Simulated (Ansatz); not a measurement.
ZnSe, NiAs type, relaxed with r2SCAN: 10 runs in the PAW code Ansatz, each a construction of maximally localised Wannier functions. The symmetry is P6_3/mmc (No. 194, hexagonal); conventional cell a = 3.780 Å, c = 6.132 Å, 18.97 Å³ an atom. Around Zn lie 6 Se at 2.67 Å; around Se lie 6 Zn at 2.67 Å. Computed, not measured; no magnetism was allowed, and whether the structure is a known phase isn't checked.

```yaml
crystal:
  lattice:
    - [3.77967, 0.00000, 0.00000]
    - [-1.88983, 3.27329, 0.00000]
    - [0.00000, 0.00000, 6.13190]
  atoms:
    - { symbol: Zn, position: [0.00000, 0.00000, 0.00000] }
    - { symbol: Zn, position: [0.00000, 0.00000, 0.50000] }
    - { symbol: Se, position: [0.33333, 0.66667, 0.25000] }
    - { symbol: Se, position: [0.66667, 0.33333, 0.75000] }
```

Windows count from the Fermi level (the cell has no gap); a dash means that no such window was set (without an outer window there is no disentanglement). Rows marked drawn have settings drawn at random (some not listed).

```json
{"functional": "PBE", "SCF mesh": "6×6×4", "trial orbitals": "Se s, Se p", "functions": "8", "mesh": "6×6×4", "window (eV)": "–", "frozen (eV)": "–", "settings": "chosen", "Ω total (Å²)": "23.33", "Ω invariant (Å²)": "21.26", "largest spread (Å²)": "3.48", "least projectability": "0.55", "interpolation miss of the model's filled bands (eV, to the nearest computed level)": "0.173"}
{"functional": "PBE", "SCF mesh": "6×6×4", "trial orbitals": "Se s, Se p", "functions": "8", "mesh": "6×6×2", "window (eV)": "–", "frozen (eV)": "–", "settings": "chosen", "Ω total (Å²)": "21.59", "Ω invariant (Å²)": "19.55", "largest spread (Å²)": "3.32", "least projectability": "0.55", "interpolation miss of the model's filled bands (eV, to the nearest computed level)": "0.433"}
{"functional": "PBE", "SCF mesh": "6×6×4", "trial orbitals": "Se s, Se p", "functions": "8", "mesh": "12×12×4", "window (eV)": "–", "frozen (eV)": "–", "settings": "chosen", "Ω total (Å²)": "25.16", "Ω invariant (Å²)": "23.17", "largest spread (Å²)": "3.66", "least projectability": "0.55", "interpolation miss of the model's filled bands (eV, to the nearest computed level)": "0.140"}
{"functional": "PBE", "SCF mesh": "6×6×4", "trial orbitals": "Se p", "functions": "6", "mesh": "6×6×4", "window (eV)": "–", "frozen (eV)": "–", "settings": "chosen", "Ω total (Å²)": "23.11", "Ω invariant (Å²)": "22.21", "largest spread (Å²)": "4.10", "least projectability": "0.52", "interpolation miss of the model's filled bands (eV, to the nearest computed level)": "0.172"}
{"functional": "PBE", "SCF mesh": "6×6×4", "trial orbitals": "Zn d, Se p", "functions": "16", "mesh": "6×6×4", "window (eV)": "–", "frozen (eV)": "–", "settings": "chosen", "Ω total (Å²)": "21.40", "Ω invariant (Å²)": "20.21", "largest spread (Å²)": "3.21", "least projectability": "0.68", "interpolation miss of the model's filled bands (eV, to the nearest computed level)": "0.171"}
{"functional": "PBE", "SCF mesh": "6×6×4", "trial orbitals": "Zn d", "functions": "10", "mesh": "6×6×4", "window (eV)": "–", "frozen (eV)": "–", "settings": "chosen", "Ω total (Å²)": "9.67", "Ω invariant (Å²)": "9.33", "largest spread (Å²)": "1.25", "least projectability": "0.59", "interpolation miss of the model's filled bands (eV, to the nearest computed level)": "0.019"}
{"functional": "r2SCAN", "SCF mesh": "6×6×4", "trial orbitals": "Se s, Se p", "functions": "8", "mesh": "6×6×4", "window (eV)": "–", "frozen (eV)": "–", "settings": "chosen", "Ω total (Å²)": "21.63", "Ω invariant (Å²)": "19.74", "largest spread (Å²)": "3.16", "least projectability": "0.58", "interpolation miss of the model's filled bands (eV, to the nearest computed level)": "0.117"}
{"functional": "r2SCAN", "SCF mesh": "6×6×4", "trial orbitals": "Se p", "functions": "6", "mesh": "6×6×4", "window (eV)": "–", "frozen (eV)": "–", "settings": "chosen", "Ω total (Å²)": "21.46", "Ω invariant (Å²)": "20.76", "largest spread (Å²)": "3.76", "least projectability": "0.56", "interpolation miss of the model's filled bands (eV, to the nearest computed level)": "0.118"}
{"functional": "r2SCAN", "SCF mesh": "6×6×4", "trial orbitals": "Zn d, Se p", "functions": "16", "mesh": "6×6×4", "window (eV)": "–", "frozen (eV)": "–", "settings": "chosen", "Ω total (Å²)": "20.15", "Ω invariant (Å²)": "19.20", "largest spread (Å²)": "2.95", "least projectability": "0.72", "interpolation miss of the model's filled bands (eV, to the nearest computed level)": "0.116"}
{"functional": "PBE", "SCF mesh": "6×6×4", "trial orbitals": "Se s, Se p (plain search)", "functions": "8", "mesh": "6×6×4", "window (eV)": "–", "frozen (eV)": "–", "settings": "drawn", "Ω total (Å²)": "24.46", "Ω invariant (Å²)": "21.26", "largest spread (Å²)": "4.08", "least projectability": "0.55", "interpolation miss of the model's filled bands (eV, to the nearest computed level)": "0.175"}
```

For Se s, Se p with PBE the spread goes 21.59 Å² (6×6×2), 23.33 Å² (6×6×4), 25.16 Å² (12×12×4).

The runs are scalar-relativistic, without spin-orbit coupling.
